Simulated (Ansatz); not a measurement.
The polar optical mode of BN at 9 GPa, worked through

These are results of DFT PBEsol, scalar-relativistic, plane waves, PAW (Ansatz), not measurements. Cutoff 420 eV, 12×12×12 k-points (Γ-centred), fixed occupations. No spin polarisation. Phonons by linear response, acoustic sum rule imposed.

The cell, relaxed at 9 GPa:
```cif
data_structure
_symmetry_space_group_name_H-M 'F-43m'
_symmetry_Int_Tables_number 216
_cell_length_a 3.5789
_cell_length_b 3.5789
_cell_length_c 3.5789
_cell_angle_alpha 90.000
_cell_angle_beta 90.000
_cell_angle_gamma 90.000
_cell_volume 45.84
loop_
_atom_site_label
_atom_site_type_symbol
_atom_site_symmetry_multiplicity
_atom_site_Wyckoff_symbol
_atom_site_fract_x
_atom_site_fract_y
_atom_site_fract_z
_atom_site_occupancy
B1 B 4 a 0.00000 0.00000 0.00000 1
N1 N 4 c 0.25000 0.25000 0.25000 1
```

Linear response gives ν_TO = 1075.8 cm⁻¹, Born charges ±1.891 e (positive on B) and ε∞ = 4.610. The primitive cell holds 11.460 Å³, and the masses are 10.810 and 14.007 amu.

Q: Find ν_LO and the static dielectric constant.

A: The long-wave field adds a restoring force: ω_LO² − ω_TO² = Z*²e²/(ε_vac ε∞ μV). In these units ν_LO² − ν_TO² = 4.92064×10⁷ Z*²/(μ V ε∞) cm⁻², with μ = m₁m₂/(m₁ + m₂) = 6.101 amu: 546119 cm⁻². So ν_LO = √(1075.8² + 546119) = 1305.2 cm⁻¹, and the run gives 1305.2. Lyddane–Sachs–Teller then gives ε0 = ε∞ (ν_LO/ν_TO)² = 6.79, against 6.79 in the run (it forms both from the same three quantities, so the match checks the arithmetic only). Between ν_TO and ν_LO the dielectric function is negative and an undamped crystal reflects fully: a reststrahlen band from 7.7 to 9.3 μm.

Q: What do the Clausius–Mossotti polarisability and the Szigeti charge come to?

A: With the Lorentz local field, α = (3V/4π)(ε∞ − 1)/(ε∞ + 2) = 1.49 Å³ for the pair, and e_S = 3Z*/(ε∞ + 2) = 0.86 e. The Born charge includes the electrons' response to the dipole's own local field, and e_S takes that enhancement out. The Lorentz field assumes point-like polarisable ions, a poor picture once ε∞ is this large, since the electron clouds then overlap or are shared, so both numbers are formal here.

Q: How strongly does a slow electron couple to the LO mode?

A: For one isotropic parabolic band, Fröhlich's constant is α_F = (1/ε∞ − 1/ε0) √(m* Ry/ħω_LO), with Ry = 13.606 eV, ħω_LO = 161.8 meV and m* in free-electron masses: α_F = 0.0695 × 9.17 × √m* = 0.64 √m*. The band mass isn't part of this run; for m* = 0.1, 0.3 and 1 it gives 0.20, 0.35, 0.64. In weak coupling the polaron lies α_F ħω_LO below the band edge (57 meV at m* = 0.3) with a mass m*(1 + α_F/6); past α_F of about 5 or 6 that expansion fails. A semilocal functional's ε∞ tends to be too large, which taken alone lowers α_F.

Cost: 1 run of about 0.17 core-minutes, on Arm Neoverse V2 (shared hosts).

The polar mode of BN combines a stiff covalent lattice with a sizeable dipole. Short, strong sp³ bonds between two light atoms already place the transverse mode at 1075.8 cm⁻¹, and the long-range field lifts the longitudinal one to 1305.2 cm⁻¹. Nitrogen's greater electronegativity makes the bonds polar, but the Born charge of 1.891 e measures how polarisation changes as the atoms move, including charge flow along the bonds, and isn't a static ionic charge. The light masses and small cell help to make the splitting large.

A large splitting doesn't imply strong polaron coupling here. The stiff lattice adds less to the static screening than the electrons do, and the high phonon energy lowers the coupling constant further, so for the band masses tried a slow electron stays well short of self-trapping by this mode. Cubic BN has its conduction minimum away from the zone centre, in anisotropic valleys, so a single mass can give only an orientation-averaged estimate for real electrons.
